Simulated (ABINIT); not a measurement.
Wanted: the native input for an ABINIT 10.8.3 (patched build) run.

* Task: relaxation of cell and atoms
* Functional: PBE
* Potentials or basis: JTH PAW PBE v2.0
* Cutoff: 435 eV
* k mesh: 12 × 12 × 12
* Occupations: fermi-dirac, width 0.05 eV
* Spin: no spin polarisation
* Cell freedom (optcell): 2
* Cutoff smearing ecutsm (Ha): 0.5
* Optimiser (ionmov): 2
* Force stop (Ha/bohr): 5e-05
* Fine-grid cutoff: 870.764 eV

Sb:

```xyz
1
Lattice="-1.5765 1.5765 2.7119 1.5765 -1.5765 2.7119 1.5765 1.5765 -2.7119" Properties=species:S:1:pos:R:3 pbc="T T T"
Sb    0.0000    0.0000    0.0000
```

This isn't the form of Sb at room conditions, which is rhombohedral.

One way to write it, as run:

run.abi

```
pp_dirpath "./"
pseudos "Sb.GGA_PBE-JTH.xml"

acell 3*1.0
rprim
    -2.9792291705     2.9792291705     5.1248209020
     2.9792291705    -2.9792291705     5.1248209020
     2.9792291705     2.9792291705    -5.1248209020
ntypat 1
znucl 51
natom 1
typat 1
xred
     0.0000000000     0.0000000000     0.0000000000
chkprim 0
chksymtnons 0
tolsym 1.0e-6

ecut 16.0
pawecutdg 32.0
pawxcdev 0

kptopt 1
ngkpt 12 12 12
nshiftk 1
shiftk 0.0 0.0 0.0

ixc 11

nband 12
occopt 3
tsmear 0.00183747

nstep 100
tolvrs 1.0e-9

iomode 3
prtwf 0
prtden 0
prteig 0
prtebands 0
enunit 2

ionmov 2
ntime 60
tolmxf 5.0e-5
optcell 2
dilatmx 1.08
ecutsm 0.5
```

Potentials or basis: JTH PAW PBE v2.0.

Launch:

```bash
$ abinit run.abi > log 2>&1
```

Results of the run:

```yaml
Relaxed_volume: 27.61 Å³/atom
Relaxed_cell: a = 3.499 Å, b = 3.499 Å, c = 3.499 Å, α = 125.12°, β = 125.12°, γ = 81.34°
Space_group_after_relaxing_to_0.05_Å: I4/mmm (No. 139)
Energy_gained_by_relaxing: 6.3 meV/atom
Ionic_steps: 13
Pressure_after_relaxing: 0.0 GPa
Band_gap_on_the_k_mesh: none (metal or under the smearing width)
Valence_electrons_inside_the_program's_atomic_spheres: Sb 12.35 (radii [1.2705] Å)
```

Wall time 8.2 min on 1 thread of Arm Neoverse V1, on a shared host, peak memory 0.15 GiB.
